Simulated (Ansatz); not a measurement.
A relaxed cell of Se is given with its symmetry left out. The cell was found from a structure generator's guess, not taken from experiment.

Computed with DFT PBE, scalar-relativistic, plane waves, PAW (Ansatz 0.2.0). Cutoff 420 eV, Γ-centred mesh, Gaussian smearing, no spin polarisation.

```cif
data_structure
_symmetry_space_group_name_H-M 'P 1'
_symmetry_Int_Tables_number 1
_cell_length_a 2.6350
_cell_length_b 2.6350
_cell_length_c 4.3544
_cell_angle_alpha 90.000
_cell_angle_beta 90.000
_cell_angle_gamma 90.000
_cell_volume 30.23
loop_
_atom_site_label
_atom_site_type_symbol
_atom_site_fract_x
_atom_site_fract_y
_atom_site_fract_z
_atom_site_occupancy
Se1 Se 0.50000 0.50000 0.00000 1
```

Energies count from the standard state of Se at the same level.

(1) What space group does it have?

(2) How far does it lie from the standard state of Se?

(3) Is it a metal?

## Answers

(1) P4/mmm (No. 123). Conventional cell: a = 2.635 Å, c = 4.354 Å. Se is surrounded by 4 Se at 2.63 Å.

(2) +0.21 eV/atom. So it is a metastable form at best.

(3) Yes, bands cross the Fermi level on the 20×20×14 mesh.

The last run used a 20×20×14 mesh (in the run's order of axes) for its 1-atom cell and Gaussian smearing of 0.10 eV. Weakly bound directions are ill-defined at this level, which has no dispersion term. The reference form of Se is held partly by dispersion forces, which this level lacks. A structure relaxed within its symmetry needn't be a true minimum.
